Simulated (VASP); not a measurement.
# SnO (P4/nmm) in VASP: further runs

The runs below take SnO through relaxation of cell and atoms, with PBE.

Program: VASP 6.6.1. These are calculated values, not measurements. Logs are shortened: lines on timing, memory, paths and dates and some standing lists are left out, and cuts for length are marked.

## Step 1: The structure

The structure is tetragonal, space group P4/nmm (No. 129). The conventional cell has a = 3.849 Å, b = 3.849 Å, c = 4.894 Å, α = 90.00°, β = 90.00°, γ = 90.00°. Around Sn (site symmetry 4mm) lie 4 O at 2.25 Å. O (site symmetry -4m2) is surrounded by 4 Sn at 2.25 Å.

## Step 2: Relaxation of cell and atoms, PBE

The input, INCAR:

```
SYSTEM = SnO
  ALGO = Normal
  EDIFF = 1E-7
  EDIFFG = -0.002
  ENCUT = 520
  GGA = PE
  IBRION = 2
  ISIF = 3
  ISMEAR = 0
  LASPH = .TRUE.
  LCHARG = .FALSE.
  LREAL = .FALSE.
  LWAVE = .FALSE.
  NELM = 80
  NSW = 80
  PREC = Accurate
  SIGMA = 0.02
```

The input, KPOINTS:

```
k-points
0
G
  2 2 1
  0 0 0
```

The input, POSCAR:

```
SnO
1.0
    3.8494000000      0.0000000000      0.0000000000
    0.0000000000      3.8494000000      0.0000000000
    0.0000000000      0.0000000000      4.8940000000
Sn O
2 2
Direct
    0.5000000000      0.0000000000      0.2377000000
    0.0000000000      0.5000000000      0.7623000000
    0.0000000000      0.0000000000      0.0000000000
    0.5000000000      0.5000000000      0.0000000000
```

Potentials or basis: VASP PAW PBE potentials, release 64 (Sn_d, O).

On the command line:

```sh
cat potpaw_PBE.64/Sn_d/POTCAR potpaw_PBE.64/O/POTCAR > POTCAR
mpirun -np 1 vasp_std > vasp.out
```

OUTCAR:

```text
SYSTEM = SnO
   EDIFF = 1E-7
   EDIFFG = -0.002
   ENCUT = 520
   GGA = PE
   IBRION = 2
   ISIF = 3
   ISMEAR = 0
   LASPH = .TRUE.
   LREAL = .FALSE.
   NELM = 80
   NSW = 80
   PREC = Accurate

 ion  position               nearest neighbor table
   1  0.500  0.000  0.238-   3 2.25   4 2.25   4 2.25   3 2.25   2 3.58   2 3.58   2 3.58   2 3.58
                             2 3.74   2 3.74   2 3.74   2 3.74
   2  0.000  0.500  0.762-   3 2.25   4 2.25   3 2.25   4 2.25   1 3.58   1 3.58   1 3.58   1 3.58
                             1 3.74   1 3.74   1 3.74   1 3.74
   3  0.000  0.000  0.000-   1 2.25   2 2.25   2 2.25   1 2.25
   4  0.500  0.500  0.000-   1 2.25   2 2.25   1 2.25   2 2.25

  LATTYP: Found a simple tetragonal cell.
 ALAT       =     3.8494000000
 C/A-ratio  =     1.2713669663

  Lattice vectors:

 A1 = (   3.8494000000,   0.0000000000,   0.0000000000)
 A2 = (   0.0000000000,   3.8494000000,   0.0000000000)
 A3 = (   0.0000000000,   0.0000000000,   4.8940000000)

Analysis of symmetry for initial positions (statically):
=====================================================================
 Subroutine PRICEL returns:
 Original cell was already a primitive cell.

 Routine SETGRP: Setting up the symmetry group for a
 simple tetragonal supercell.

 Subroutine GETGRP returns: Found 16 space group operations
 (whereof  8 operations were pure point group operations)
 out of a pool of 16 trial point group operations.

The static configuration has the point symmetry D_2d.
 The point group associated with its full space group is D_4h.

Analysis of symmetry for dynamics (positions and initial velocities):
=====================================================================
 Subroutine PRICEL returns:
 Original cell was already a primitive cell.

 Routine SETGRP: Setting up the symmetry group for a
 simple tetragonal supercell.

 Subroutine GETGRP returns: Found 16 space group operations
 (whereof  8 operations were pure point group operations)
 out of a pool of 16 trial point group operations.

The dynamic configuration has the point symmetry D_2d.
 The point group associated with its full space group is D_4h.

 Subroutine INISYM returns: Found 16 space group operations
 (whereof  8 operations are pure point group operations),
 and found     1 'primitive' translations

----------------------------------------------------------------------------------------

                                     Primitive cell

  volume of cell :      72.5187

  direct lattice vectors                    reciprocal lattice vectors
     3.849400000  0.000000000  0.000000000     0.259780745  0.000000000  0.000000000
     0.000000000  3.849400000  0.000000000     0.000000000  0.259780745  0.000000000
     0.000000000  0.000000000  4.894000000     0.000000000  0.000000000  0.204331835

  length of vectors
     3.849400000  3.849400000  4.894000000     0.259780745  0.259780745  0.204331835

  position of ions in fractional coordinates (direct lattice)
     0.500000000  0.000000000  0.237700000
     0.000000000  0.500000000  0.762300000
     0.000000000  0.000000000  0.000000000
     0.500000000  0.500000000  0.000000000

  ion indices of the primitive-cell ions
   primitive index   ion index
                 1           1
                 2           2
                 3           3
                 4           4

----------------------------------------------------------------------------------------

 KPOINTS: k-points

Automatic generation of k-mesh.
 Grid dimensions read from file:
 generate k-points for:    2    2    1

 Generating k-lattice:

  Cartesian coordinates                     Fractional coordinates (reciprocal lattice)
     0.129890373  0.000000000  0.000000000     0.500000000  0.000000000  0.000000000
     0.000000000  0.129890373  0.000000000     0.000000000  0.500000000  0.000000000
     0.000000000  0.000000000  0.204331835     0.000000000  0.000000000  1.000000000

  Length of vectors
     0.129890373  0.129890373  0.204331835

  Shift w.r.t. Gamma in fractional coordinates (k-lattice)
     0.000000000  0.000000000  0.000000000

 Subroutine IBZKPT returns following result:
 ===========================================

 Found      3 irreducible k-points:

 Following reciprocal coordinates:
            Coordinates               Weight
  0.000000  0.000000  0.000000      1.000000
  0.500000  0.000000  0.000000      2.000000
  0.500000  0.500000  0.000000      1.000000
   k-points           NKPTS =      3   k-points in BZ     NKDIM =      3   number of bands    NBANDS=     24
   number of dos      NEDOS =    301   number of ions     NIONS =      4
   total plane-waves  NPLWV =  32400
   dimension x,y,z NGX =    30 NGY =   30 NGZ =   36
   dimension x,y,z NGXF=    60 NGYF=   60 NGZF=   72
   ions per type =               2   2
   NGX,Y,Z   is equivalent  to a cutoff of  12.96, 12.96, 12.23 a.u.
   NGXF,Y,Z  is equivalent  to a cutoff of  25.91, 25.91, 24.46 a.u.
 SYSTEM =  SnO
   PREC   = accura    normal or accurate (medium, high low for compatibility)
   ISTART =      0    job   : 0-new  1-cont  2-samecut
   ICHARG =      2    charge: 1-file 2-atom 10-const
   ISPIN  =      1    spin polarized calculation?
   LNONCOLLINEAR =      F non collinear calculations
   LSORBIT =      F    spin-orbit coupling
   LASPH  =      T    aspherical Exc in radial PAW
   ENCUT  =  520.0 eV  38.22 Ry    6.18 a.u.   7.16  7.16  9.10*2*pi/ulx,y,z
   NELM   =     80;   NELMIN=  2; NELMDL= -5     # of ELM steps
   EDIFF  = 0.1E-06   stopping-criterion for ELM
   LREAL  =      F    real-space projection
   EDIFFG = -.2E-02   stopping-criterion for IOM
   NSW    =     80    number of steps for IOM
   IBRION =      2    ionic relax: 0-MD 1-quasi-New 2-CG
   NFREE  =      1    steps in history (QN), initial steepest desc. (CG)
   ISIF   =      3    stress and relaxation
   ISYM   =      2    0-nonsym 1-usesym 2-fastsym
   POTIM  = 0.5000    time-step for ionic-motion
   TEBEG  =    0.0;   TEEND  =   0.0 temperature during run
   PSTRESS=    0.0 pullay stress
   NELECT =      40.0000    total number of electrons
   NUPDOWN=      -1.0000    fix difference up-down
   EMIN   =  10.00;   EMAX   =-10.00  energy-range for DOS
   EFERMI =   0.00;   METHOD = LEGACY
   ISMEAR =     0;   SIGMA  =   0.02  broadening in eV -4-tet -1-fermi 0-gaus
   EFERMI_NEDOS =   21; number of points for ismear=-14 and -15
   IALGO  =     38    algorithm
   IMIX   =      4    mixing-type and parameters
     AMIX     =   0.40;   BMIX     =  1.00
     AMIX_MAG =   1.60;   BMIX_MAG =  1.00
  volume/ion in A,a.u.               =      18.13       122.35
  Fermi-wavevector in a.u.,A,eV,Ry     =   1.342594  2.537135 24.525312  1.802560
  Thomas-Fermi vector in A             =   2.470736
   LORBIT       =      0    0 simple, 1 ext, 2 COOP (PROOUT), +10 PAW based schemes
   GGA     = PE    functional components
   LHFCALC =     F    Hartree Fock is set to
   AEXX    =    0.0000 exact exchange contribution
   IVDW    =     0    specifies the selected vdW correction
   LEPSILON=     F    determine dielectric tensor
   LRPA    =     F    only Hartree local field effects (RPA)
 conjugate gradient relaxation of ions
 non-spin polarized calculation
 Gauss-broadening in eV      SIGMA  =   0.02
  energy-cutoff  :      520.00
  volume of cell :       72.52
 maximum number of plane-waves:      1956
 NGX is ok and might be reduce to    30
   NGX = 15   NGY = 15   NGZ = 19

--------------------------------------- Ionic step        1  -------------------------------------------

 number of electron      40.0000012 magnetization

 Free energy of the ion-electron system (eV)
  ---------------------------------------------------
  ext. energy  EPLUGINS =         0.00000000
  ---------------------------------------------------
  free energy    TOTEN  =       -22.63656589 eV

  energy without entropy =      -22.63656588  energy(sigma->0) =      -22.63656589

------------------------ aborting loop because EDIFF is reached ----------------------------------------

  FORCE on cell =-STRESS in cart. coord.  units (eV):
  Direction    XX          YY          ZZ          XY          YZ          ZX
  --------------------------------------------------------------------------------------
  -------------------------------------------------------------------------------------
  Total       -0.2697888     -0.2697888      0.5038933      0.0000000     -0.0000000      0.0000000
  in kB       -5.9605248     -5.9605248     11.1326637      0.0000000     -0.0000000      0.0000000
  external PRESSURE =      -0.2627953 kB  Pullay stress =       0.0000000 kB
[... 61 lines left out ...]
  energy  without entropy=      -22.6526641235  energy(sigma->0) =      -22.65266412

--------------------------------------- Ionic step        3  -------------------------------------------

 number of electron      40.0000021 magnetization

 E-fermi :   6.8806     XC(G=0): -10.0560

 val. band max:        6.7179298474   @ k =   0.0000   0.0000   0.0000
 cond. band min:       7.0090280689   @ k =   0.5000   0.5000   0.0000
 fundamental gap:      0.2910982215
 Fermi energy:         6.8805904642

 k-point     1 :       0.0000    0.0000    0.0000
  band No.  band energies     occupation
      1     -15.1806      2.00000
      2     -14.7603      2.00000
      3     -14.7538      2.00000
      4     -14.7538      2.00000
      5     -14.7225      2.00000
      6     -14.7031      2.00000
[... 101 lines left out ...]
  FREE ENERGIE OF THE ION-ELECTRON SYSTEM (eV)
  ---------------------------------------------------
  free  energy   TOTEN  =       -22.6531760072 eV

  energy  without entropy=      -22.6531760072  energy(sigma->0) =      -22.65317601

[... ionic steps 4 to 17 ...]

--------------------------------------- Ionic step       18  -------------------------------------------

 number of electron      40.0000018 magnetization

------------------------ aborting loop because EDIFF is reached ----------------------------------------

  FORCE on cell =-STRESS in cart. coord.  units (eV):
  Direction    XX          YY          ZZ          XY          YZ          ZX
  --------------------------------------------------------------------------------------
  -------------------------------------------------------------------------------------
  Total        0.0128415      0.0128415     -0.0028901      0.0000000      0.0000000      0.0000000
  in kB        0.2698389      0.2698389     -0.0607291      0.0000000      0.0000000      0.0000000
  external PRESSURE =       0.1596496 kB  Pullay stress =       0.0000000 kB
[... 61 lines left out ...]
  energy  without entropy=      -22.6760041505  energy(sigma->0) =      -22.67600415

--------------------------------------- Ionic step       20  -------------------------------------------

 number of electron      40.0000018 magnetization

 Free energy of the ion-electron system (eV)
  ---------------------------------------------------
  ext. energy  EPLUGINS =         0.00000000
  ---------------------------------------------------
  free energy    TOTEN  =       -22.67600598 eV

  energy without entropy =      -22.67600598  energy(sigma->0) =      -22.67600598

 E-fermi :   6.2143     XC(G=0):  -9.7733

 val. band max:        6.0826879919   @ k =   0.0000   0.0000   0.0000
 cond. band min:       6.6720542186   @ k =   0.5000   0.5000   0.0000
 fundamental gap:      0.5893662267
 Fermi energy:         6.2143388888

 k-point     1 :       0.0000    0.0000    0.0000
  band No.  band energies     occupation
      1     -15.6604      2.00000
      2     -15.2776      2.00000
      3     -15.2646      2.00000
      4     -15.2646      2.00000
      5     -15.2399      2.00000
      6     -15.2184      2.00000
[... 101 lines left out ...]
  FREE ENERGIE OF THE ION-ELECTRON SYSTEM (eV)
  ---------------------------------------------------
  free  energy   TOTEN  =       -22.6760059828 eV

  energy  without entropy=      -22.6760059828  energy(sigma->0) =      -22.67600598

 reached required accuracy - stopping structural energy minimisation
```

Run time: 77 s. Hardware: 1 thread of Intel Xeon Platinum 8375C at 2.90GHz (Ice Lake), shared host; peak memory 0.17 GiB.

What came out:

| Property | Result |
| --- | --- |
| Free energy | -22.6760 eV |
| Relaxed volume | 19.06 Å³/atom |
| Relaxed cell | a = 3.857 Å, b = 3.857 Å, c = 5.125 Å, α = 90.00°, β = 90.00°, γ = 90.00° |
| Space group after relaxing (to 0.05 Å) | P4/nmm (No. 129) |
| Energy gained by relaxing | 9.9 meV/atom |
| Ionic steps | 20 |
| Pressure after relaxing | 0.0 GPa |
| Band gap on the k mesh | 0.59 eV, indirect (least direct gap 1.93 eV) |

Step by step:
| step | energy change (eV) | largest force (eV/Å) | pressure (GPa) | volume (Å³) |
| --- | --- | --- | --- | --- |
| 1 | 0.0000 | 0.4807 | -0.03 | 72.52 |
| 2 | -0.0161 | 0.0391 | 1.48 | 72.49 |
| 3 | -0.0166 | 0.0547 | 1.81 | 72.48 |
| 4 | -0.0285 | 0.0415 | 1.14 | 73.63 |
| 5 | -0.0386 | 0.0058 | -0.05 | 75.96 |
| 6 | -0.0388 | 0.0002 | -0.19 | 76.25 |
| 7 | -0.0393 | 0.0255 | -0.01 | 76.22 |
| 8 | -0.0393 | 0.0404 | 0.10 | 76.20 |
| 9 | -0.0394 | 0.0037 | -0.05 | 76.31 |
| 10 | -0.0394 | 0.0049 | -0.02 | 76.29 |
| 11 | -0.0394 | 0.0036 | -0.02 | 76.29 |
| 12 | -0.0394 | 0.0029 | -0.03 | 76.29 |
| 13 | -0.0394 | 0.0038 | -0.01 | 76.27 |
| 14 | -0.0394 | 0.0040 | 0.01 | 76.26 |
| 15 | -0.0394 | 0.0043 | -0.01 | 76.26 |
| 16 | -0.0394 | 0.0032 | 0.00 | 76.26 |
| 17 | -0.0394 | 0.0035 | -0.01 | 76.26 |
| 18 | -0.0394 | 0.0029 | 0.02 | 76.25 |
| 19 | -0.0394 | 0.0022 | 0.01 | 76.24 |
| 20 | -0.0394 | 0.0014 | 0.00 | 76.23 |

Final structure:
```
Sn O
1.0
     3.85652    0.00000    0.00000
     0.00000    3.85652    0.00000
     0.00000    0.00000    5.12519
Sn O
2 2
Cartesian
  1.9283 3.8565 1.1522
  0.0000 1.9283 3.9730
  3.8565 0.0000 0.0000
  1.9283 1.9283 0.0000
```

Caveat: the k mesh is coarse (spacing up to 1.28 Å⁻¹), so the values aren't converged; spin-orbit coupling is left out, which moves the levels of the heavy elements; an odd mesh through Γ misses points on the zone boundary, where band edges often lie. As with any semilocal functional, this PBE gap is likely too small.

## Step 3: Relaxation of cell and atoms, PBE

This run uses another cell than the first one, of 19.06 Å³/atom, 1.051 times its volume.

INCAR is that of step 2.

KPOINTS is that of step 2.

The input, POSCAR:

```
SnO                                     
1.0
    3.8565220683      0.0000000000     -0.0000000000
   -0.0000000000      3.8565220683      0.0000000000
    0.0000000000     -0.0000000000      5.1251943143
  Sn              O             
     2     2
Direct
     0.5000000000000000    1.0000000000000000    0.2248131590928456
     0.0000000000000000    0.5000000000000000    0.7751868409071545
     1.0000000000000000    0.0000000000000000    0.0000000000000000
     0.5000000000000000    0.5000000000000000    0.0000000000000000
```

Potentials or basis: VASP PAW PBE potentials, release 64 (Sn_d, O).

On the command line:

```sh
cat potpaw_PBE.64/Sn_d/POTCAR potpaw_PBE.64/O/POTCAR > POTCAR
mpirun -np 1 vasp_std > vasp.out
```

It took 42 s on 1 thread of Intel Xeon Platinum 8375C at 2.90GHz (Ice Lake), shared host; peak memory 0.18 GiB.

Results (log left out):

| Item | Value |
| --- | --- |
| Free energy | -22.6808 eV |
| Relaxed volume | 19.09 Å³/atom |
| Relaxed cell | a = 3.857 Å, b = 3.857 Å, c = 5.134 Å, α = 90.00°, β = 90.00°, γ = 90.00° |
| Space group after relaxing (to 0.05 Å) | P4/nmm (No. 129) |
| Energy gained by relaxing | 0.0 meV/atom |
| Ionic steps | 10 |
| Pressure after relaxing | 0.0 GPa |
| Band gap on the k mesh | 0.60 eV, indirect (least direct gap 1.92 eV) |

Final structure:
```yaml
crystal:
  lattice:
    - [3.85656, 0.00000, 0.00000]
    - [0.00000, 3.85656, 0.00000]
    - [0.00000, 0.00000, 5.13448]
  atoms:
    - { symbol: Sn, position: [0.50000, 0.00000, 0.22453] }
    - { symbol: Sn, position: [0.00000, 0.50000, 0.77547] }
    - { symbol: O, position: [0.00000, 0.00000, 0.00000] }
    - { symbol: O, position: [0.50000, 0.50000, 0.00000] }
```

Levels at points of the mesh, in eV from the valence-band top:
```csv
k point,band 16,band 17,band 18,band 19,band 20,band 21,band 22,band 23,band 24
"(0.00, 0.00, 0.00)",-5.83,-3.22,-2.87,-2.87,0.00,1.92,3.94,5.05,5.05
"(0.50, 0.00, 0.00)",-4.69,-4.47,-4.47,-2.30,-2.30,3.00,3.00,5.66,5.66
"(0.50, 0.50, 0.00)",-4.83,-2.22,-2.22,-1.72,-1.72,0.60,0.60,4.60,4.60
```

Caveat: the k mesh is coarse (spacing up to 1.23 Å⁻¹), so the values aren't converged; spin-orbit coupling is left out, which moves the levels of the heavy elements; an odd mesh through Γ misses points on the zone boundary, where band edges often lie.
